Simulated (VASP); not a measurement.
# Ni₃Si: response to an epitaxial strain, by functional

Ni₃Si, R-3m (no. 166), 12 atoms in the cell.

| Functional | d ln c / d ln a, c relaxed at each in-plane lattice | Biaxial modulus (GPa) | Time (s) |
|---|---|---|---|
| PBE | -0.58 | 327 | 1503 |
| LDA | -0.62 | 404 | 1639 |

Limits: a metal's c can move with the k mesh, which wasn't varied here.

## Input of the first row

INCAR.step1:
```
SYSTEM = SiNi3
PREC = Accurate
ENCUT = 350
EDIFF = 1E-7
ISMEAR = 1
SIGMA = 0.1
LREAL = .FALSE.
LASPH = .TRUE.
NELM = 100
ALGO = Normal
LWAVE = .FALSE.
LCHARG = .FALSE.
ISPIN = 2
MAGMOM = 1 1 1 1 1 1 1 1 1 0 0 0
LMAXMIX = 4
IBRION = 2
NSW = 40
ISIF = 3
EDIFFG = -0.01
POTIM = 0.5
KPAR = 8
```

INCAR.step2, as INCAR.step1 but for:
```
+ LATTICE_CONSTRAINTS = .FALSE. .FALSE. .TRUE.
```

KPOINTS:
```
k-points
0
Gamma
  12 12 2
```

POSCAR.step1:
```
SiNi3
1.0
    2.5856082600      0.0000000000      0.0000000000
   -1.2928041300      2.2392024400      0.0000000000
    0.0000000000      0.0000000000     22.9859679900
Ni Si
9 3
Direct
    0.0000000000      0.0000000000      0.2547330000
    0.3333333300      0.6666666700      0.1666666700
    0.6666666700      0.3333333300      0.0786003300
    0.6666666700      0.3333333300      0.5880663300
    0.0000000000      0.0000000000      0.5000000000
    0.3333333300      0.6666666700      0.4119336700
    0.3333333300      0.6666666700      0.9213996700
    0.6666666700      0.3333333300      0.8333333300
    0.0000000000      0.0000000000      0.7452670000
    0.0000000000      0.0000000000      0.0000000000
    0.6666666700      0.3333333300      0.3333333300
    0.3333333300      0.6666666700      0.6666666700
```

POSCAR.step2:
```
SiNi3
1.0
    2.5966439588      0.0000000000      0.0000000000
   -1.2983219794      2.2487596356      0.0000000000
    0.0000000000      0.0000000000     22.9884801354
Ni Si
9 3
Direct
    0.0000000000      0.0000000000      0.2549587026
    0.3333333300      0.6666666700      0.1666666700
    0.6666666700      0.3333333300      0.0783746274
    0.6666666700      0.3333333300      0.5882920326
    0.0000000000      0.0000000000      0.5000000000
    0.3333333300      0.6666666700      0.4117079674
    0.3333333300      0.6666666700      0.9216253726
    0.6666666700      0.3333333300      0.8333333300
    0.0000000000      0.0000000000      0.7450412974
    0.0000000000      0.0000000000      0.0000000000
    0.6666666700      0.3333333300      0.3333333300
    0.3333333300      0.6666666700      0.6666666700
```

POSCAR.step3:
```
SiNi3
1.0
    2.5447110797      0.0000000000      0.0000000000
   -1.2723555398      2.2037844429      0.0000000000
    0.0000000000      0.0000000000     22.9884801354
Ni Si
9 3
Direct
    0.0000000000      0.0000000000      0.2549587026
    0.3333333300      0.6666666700      0.1666666700
    0.6666666700      0.3333333300      0.0783746274
    0.6666666700      0.3333333300      0.5882920326
    0.0000000000      0.0000000000      0.5000000000
    0.3333333300      0.6666666700      0.4117079674
    0.3333333300      0.6666666700      0.9216253726
    0.6666666700      0.3333333300      0.8333333300
    0.0000000000      0.0000000000      0.7450412974
    0.0000000000      0.0000000000      0.0000000000
    0.6666666700      0.3333333300      0.3333333300
    0.3333333300      0.6666666700      0.6666666700
```

POSCAR.step4:
```
SiNi3
1.0
    2.5706775192      0.0000000000      0.0000000000
   -1.2853387596      2.2262720392      0.0000000000
    0.0000000000      0.0000000000     22.9884801354
Ni Si
9 3
Direct
    0.0000000000      0.0000000000      0.2549587026
    0.3333333300      0.6666666700      0.1666666700
    0.6666666700      0.3333333300      0.0783746274
    0.6666666700      0.3333333300      0.5882920326
    0.0000000000      0.0000000000      0.5000000000
    0.3333333300      0.6666666700      0.4117079674
    0.3333333300      0.6666666700      0.9216253726
    0.6666666700      0.3333333300      0.8333333300
    0.0000000000      0.0000000000      0.7450412974
    0.0000000000      0.0000000000      0.0000000000
    0.6666666700      0.3333333300      0.3333333300
    0.3333333300      0.6666666700      0.6666666700
```

POSCAR.step5:
```
SiNi3
1.0
    2.6226103984      0.0000000000      0.0000000000
   -1.3113051992      2.2712472319      0.0000000000
    0.0000000000      0.0000000000     22.9884801354
Ni Si
9 3
Direct
    0.0000000000      0.0000000000      0.2549587026
    0.3333333300      0.6666666700      0.1666666700
    0.6666666700      0.3333333300      0.0783746274
    0.6666666700      0.3333333300      0.5882920326
    0.0000000000      0.0000000000      0.5000000000
    0.3333333300      0.6666666700      0.4117079674
    0.3333333300      0.6666666700      0.9216253726
    0.6666666700      0.3333333300      0.8333333300
    0.0000000000      0.0000000000      0.7450412974
    0.0000000000      0.0000000000      0.0000000000
    0.6666666700      0.3333333300      0.3333333300
    0.3333333300      0.6666666700      0.6666666700
```

POSCAR.step6:
```
SiNi3
1.0
    2.6485768380      0.0000000000      0.0000000000
   -1.3242884190      2.2937348283      0.0000000000
    0.0000000000      0.0000000000     22.9884801354
Ni Si
9 3
Direct
    0.0000000000      0.0000000000      0.2549587026
    0.3333333300      0.6666666700      0.1666666700
    0.6666666700      0.3333333300      0.0783746274
    0.6666666700      0.3333333300      0.5882920326
    0.0000000000      0.0000000000      0.5000000000
    0.3333333300      0.6666666700      0.4117079674
    0.3333333300      0.6666666700      0.9216253726
    0.6666666700      0.3333333300      0.8333333300
    0.0000000000      0.0000000000      0.7450412974
    0.0000000000      0.0000000000      0.0000000000
    0.6666666700      0.3333333300      0.3333333300
    0.3333333300      0.6666666700      0.6666666700
```

Commands (each step's output is kept before the next begins):
```
cat potpaw_PBE.64/Ni/POTCAR potpaw_PBE.64/Si/POTCAR > POTCAR
cp INCAR.step1 INCAR
cp POSCAR.step1 POSCAR
mpirun -np 8 vasp_std > vasp.out
# POSCAR: the relaxed cell with a and b scaled by 1
cp INCAR.step2 INCAR
cp POSCAR.step2 POSCAR
mpirun -np 8 vasp_std > vasp.out
# POSCAR: the relaxed cell with a and b scaled by 0.98
cp POSCAR.step3 POSCAR
mpirun -np 8 vasp_std > vasp.out
# POSCAR: the relaxed cell with a and b scaled by 0.99
cp POSCAR.step4 POSCAR
mpirun -np 8 vasp_std > vasp.out
# POSCAR: the relaxed cell with a and b scaled by 1.01
cp POSCAR.step5 POSCAR
mpirun -np 8 vasp_std > vasp.out
# POSCAR: the relaxed cell with a and b scaled by 1.02
cp POSCAR.step6 POSCAR
mpirun -np 8 vasp_std > vasp.out
```

Changes of the last row against the first:
```
(all steps)
+ GGA = CA
- cat potpaw_PBE.64/Ni/POTCAR potpaw_PBE.64/Si/POTCAR > POTCAR
+ cat potpaw_LDA.64/Ni/POTCAR potpaw_LDA.64/Si/POTCAR > POTCAR
```

VASP 6.6.1 took 1503 s on 8 cores (Intel Xeon Platinum 8488C (Sapphire Rapids)), a shared host.
